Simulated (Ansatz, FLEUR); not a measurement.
A FLEUR input for a self-consistent single point of BeO (P6_3mc, 8 atoms in the cell) (DFT, PBE, all-electron FLAPW (FLEUR), scalar-relativistic valence):

Input of the input generator:

```
scf BeO
&input film=f /
1.0000000000 0.0000000606 0.0000000000
-0.5000000525 0.8660253735 0.0000000000
0.0000000000 0.0000000000 3.2737432716
5.0322752502
1.0 1.0 1.0

8
4 0.0000000000 0.0000000000 0.0000000000
4 0.0000000000 0.0000000000 0.5000000000
4 0.6666666667 0.3333333333 0.7501800000
4 0.3333333333 0.6666666667 0.2501800000
8 0.0000000000 0.0000000000 0.8121600000
8 0.0000000000 0.0000000000 0.3121600000
8 0.6666666667 0.3333333333 0.5632900000
8 0.3333333333 0.6666666667 0.0632900000

&comp jspins=1 /
&kpt div1=14 div2=14 div3=4 gamma=t /
&end /
```

```xml
<?xml version="1.0" encoding="UTF-8" standalone="no"?>
<fleurInput fleurInputVersion="0.39">
   <comment>
      scf BeO                                                                                             
   </comment>
   <calculationSetup>
      <cutoffs Kmax="4.1" Gmax="16.4" GmaxXC="16.4" numbands="0"/>
      <scfLoop itmax="80" minDistance="0.00001" maxIterBroyd="15" imix="Anderson" alpha="0.05" precondParam="0.0" spinf="2.0"/>
      <coreElectrons ctail="T" frcor="F" kcrel="0" coretail_lmax="0"/>
      <xcFunctional name="pbe" relativisticCorrections="F"/>
      <magnetism jspins="1"/>
      <soc l_soc="F" theta="0.0" phi="0.0" spav="F"/>
      <expertModes spex="0" secvar="F"/>
      <geometryOptimization l_f="T" forcealpha="1.0" forcemix="BFGS" epsdisp="0.00001" epsforce="0.00001"/>
      <ldaU l_linMix="F" mixParam="0.05" spinf="1.0"/>
   </calculationSetup>
   <cell>
      <bzIntegration valenceElectrons="32.0" mode="gauss" fermiSmearingEnergy="0.00734986">
         <kPointListSelection listName="default-1"/>
         <!-- k-points included here -->
         <xi:include xmlns:xi="http://www.w3.org/2001/XInclude" href="kpts.xml"> </xi:include>
      </bzIntegration>
      <!-- symmetry operations included here -->
      <xi:include xmlns:xi="http://www.w3.org/2001/XInclude" href="sym.xml"> </xi:include>
      <bulkLattice scale="1.0">
         <bravaisMatrix>
            <row-1>    5.0322752501999997     0.0000003049558802     0.0000000000000000</row-1>
            <row-2>   -2.5161378892944506     4.3580780531092609     0.0000000000000000</row-2>
            <row-3>    0.0000000000000000     0.0000000000000000    16.4743772411814540</row-3>
         </bravaisMatrix>
      </bulkLattice>
   </cell>
   <atomSpecies>
      <species name="Beryllium (Be)" element="Be" atomicNumber="4">
         <mtSphere radius="1.46" gridPoints="507" logIncrement="0.02"/>
         <atomicCutoffs lmax="6" lnonsphr="4"/>
         <electronConfig flipSpins="F">
            <coreConfig>(1s1/2)</coreConfig>
            <valenceConfig>(2s1/2)</valenceConfig>
         </electronConfig>
         <energyParameters s="2" p="2" d="3" f="4"/>
      </species>
      <species name="Oxygen (O)" element="O" atomicNumber="8">
         <mtSphere radius="1.46" gridPoints="507" logIncrement="0.021"/>
         <atomicCutoffs lmax="6" lnonsphr="4"/>
         <electronConfig flipSpins="F">
            <coreConfig>(1s1/2)</coreConfig>
            <valenceConfig>(2s1/2) (2p1/2) (2p3/2)</valenceConfig>
            <stateOccupation state="(2p1/2)" spinUp="0.6666666666667" spinDown="0.6666666666667"/>
            <stateOccupation state="(2p3/2)" spinUp="1.3333333333333" spinDown="1.3333333333333"/>
         </electronConfig>
         <energyParameters s="2" p="2" d="3" f="4"/>
      </species>
   </atomSpecies>
   <atomGroups>
      <atomGroup species="Beryllium (Be)">
         <relPos label="                   1">.0000000000 .0000000000 .0000000000</relPos>
         <relPos label="                   2">.0000000000 .0000000000 1.000/2.000</relPos>
         <force calculate="T" relaxXYZ="TTT"/>
      </atomGroup>
      <atomGroup species="Beryllium (Be)">
         <relPos label="                   3">-1.000/3.000 1.000/3.000 -.2498200000</relPos>
         <relPos label="                   4">1.000/3.000 -1.000/3.000 .2501800000</relPos>
         <force calculate="T" relaxXYZ="TTT"/>
      </atomGroup>
      <atomGroup species="Oxygen (O)">
         <relPos label="                   5">.0000000000 .0000000000 -.1878400000</relPos>
         <relPos label="                   6">.0000000000 .0000000000 .3121600000</relPos>
         <force calculate="T" relaxXYZ="TTT"/>
      </atomGroup>
      <atomGroup species="Oxygen (O)">
         <relPos label="                   7">-1.000/3.000 1.000/3.000 -.4367100000</relPos>
         <relPos label="                   8">1.000/3.000 -1.000/3.000 .0632900000</relPos>
         <force calculate="T" relaxXYZ="TTT"/>
      </atomGroup>
   </atomGroups>
   <output dos="F" band="F" slice="F">
      <checks vchk="F" cdinf="F"/>
      <bandDOS minEnergy="-.5*Htr" maxEnergy="0.5*Htr" sigma="0.015" storeEVData="T"/>
      <vacuumDOS vacdos="F" integ="F" star="F" nstars="0" locx1="0.0" locy1="0.0" locx2="0.0" locy2="0.0" nstm="0" tworkf="0.0"/>
      <unfoldingBand unfoldBand="F" supercellX="1" supercellY="1" supercellZ="1"/>
      <plotting iplot="0" polar="F">
         <plot TwoD="T" vec1="  1.0  0.0  0.0" vec2="  0.0  1.0  0.0" vec3="  0.0  0.0  1.0" zero="  0.0  0.0  0.0" file="plot"/>
      </plotting>
      <chargeDensitySlicing numkpt="0" minEigenval="0.0" maxEigenval="0.0" nnne="0" pallst="F"/>
      <specialOutput eonly="F"/>
      <magneticCircularDichroism mcd="F" energyLo="-10.0" energyUp="0.0"/>
   </output>
  <!-- We include the file relax.xml here to enable relaxations (see documentation) -->
  <xi:include xmlns:xi="http://www.w3.org/2001/XInclude" href="relax.xml"> <xi:fallback/> </xi:include>
</fleurInput>
```

Question: Write the same calculation as an input for Ansatz (a program for electronic structure).

Answer: One input that does it (others would too):

Ansatz 0.2 input:
```yaml
crystal:
  lattice:
    - [2.662965, 0.000000, 0.000000]
    - [-1.331483, 2.306196, 0.000000]
    - [0.000000, 0.000000, 8.717865]
  atoms:
    - { symbol: Be, position: [0.000000, 0.000000, 0.000000] }
    - { symbol: Be, position: [0.000000, 0.000000, 0.500000] }
    - { symbol: Be, position: [0.666667, 0.333333, 0.750180] }
    - { symbol: Be, position: [0.333333, 0.666667, 0.250180] }
    - { symbol: O, position: [0.000000, 0.000000, 0.812160] }
    - { symbol: O, position: [0.000000, 0.000000, 0.312160] }
    - { symbol: O, position: [0.666667, 0.333333, 0.563290] }
    - { symbol: O, position: [0.333333, 0.666667, 0.063290] }
basis:
  ecutwfc: 420.0
kpoints:
  mp_grid: { grid: [14, 14, 4] }
hamiltonian:
  xc: pbe
  pseudopotentials: { kind: paw }
scf:
  occupations: { method: gaussian, width: 0.2 }
output:
  forces: true
  eigenvalues: true
  stress: true
```

Basis, cutoffs, solver keys and any potentials are the target program's own. This input uses DFT, PBE, plane waves, default PAW files.

The starting cell was generated: these elements placed on a structure prototype, without a prior relaxation; it need not be a known phase or ordering of this composition. Its lattice was rescaled by a random factor within 2.5 % of one. For this run, on top of that: lattice scaled by 0.98.
